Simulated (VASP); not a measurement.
Write the native input for VASP 6.6.1 that does the following.

```
Task                   : single point
Functional             : PBE
Potentials or basis    : VASP PAW PBE potentials, release 64 (W_sv, C)
Cutoff                 : 520 eV
k mesh                 : 9 × 9 × 6
Occupations            : gaussian, width 0.1 eV
Spin                   : no spin polarisation
Dipole correction      : no
Further INCAR settings : ALGO = Normal; EDIFF = 1e-07; NBANDS = 16
```

The structure of WC lies in POSCAR:

```
WC
1.0
    2.9065000000      0.0000000000      0.0000000000
   -1.4532500000      2.5171028361      0.0000000000
    0.0000000000      0.0000000000      2.8366000000
W C
1 1
Direct
    0.0000000000      0.0000000000      0.0000000000
    0.6666666667      0.3333333333      0.5000000000
```

These files were run (other wordings do the same):

INCAR

```
PREC = Accurate
ENCUT = 520
EDIFF = 1E-7
ISMEAR = 0
SIGMA = 0.1
LREAL = F
LASPH = T
NELM = 100
ALGO = Normal
ISIF = 2
LWAVE = F
LCHARG = T
GGA = PE
LELF = T
LVHAR = T
NBANDS = 16
```

KPOINTS

```
Automatic mesh
0
Gamma
  9 9 6
```

Potentials or basis: VASP PAW PBE potentials, release 64 (W_sv, C).

Run with:

```bash
$ cat potpaw_PBE.64/W_sv/POTCAR potpaw_PBE.64/C/POTCAR > POTCAR
$ mpirun -np 1 vasp_std > vasp.out
```

Results of the run:

- Pressure: 6.9 GPa
- Band gap on the k mesh: none (metal or under the smearing width)

Caveat: the k mesh is coarse (spacing up to 0.37 Å⁻¹), so the values aren't converged.

Run time: 6.3 s on 1 thread of Intel(R) Xeon(R) 6975P-C (Granite Rapids), with other jobs on the host, peak memory 0.15 GiB.
